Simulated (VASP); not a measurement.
CuI (rocksalt): gaps by functional in VASP

```cif
data_structure
_symmetry_space_group_name_H-M 'P 1'
_symmetry_Int_Tables_number 1
_cell_length_a 4.0392
_cell_length_b 4.0392
_cell_length_c 4.0392
_cell_angle_alpha 60.000
_cell_angle_beta 60.000
_cell_angle_gamma 60.000
_cell_volume 46.60
loop_
_atom_site_label
_atom_site_type_symbol
_atom_site_fract_x
_atom_site_fract_y
_atom_site_fract_z
_atom_site_occupancy
Cu1 Cu 0.00000 0.00000 0.00000 1
I1 I 0.50000 0.50000 0.50000 1
```

All runs share this cell. Band v is the last that the valence electrons fill when counted band by band, and c is the next. A negative gap between them is a band overlap, as in a metal.

| level | gap (eV) | least direct gap (eV) | pressure (GPa) |
| --- | --- | --- | --- |
| PBE | -0.47 | 1.08 | 0.7 |
| r²SCAN | -0.11 | 1.39 | 0.0 |
| LDA | -0.54 | 1.08 | -5.0 |
| PBEsol | -0.53 | 1.04 | -3.0 |
| PBE with spin–orbit coupling | -0.64 | 1.01 | – |
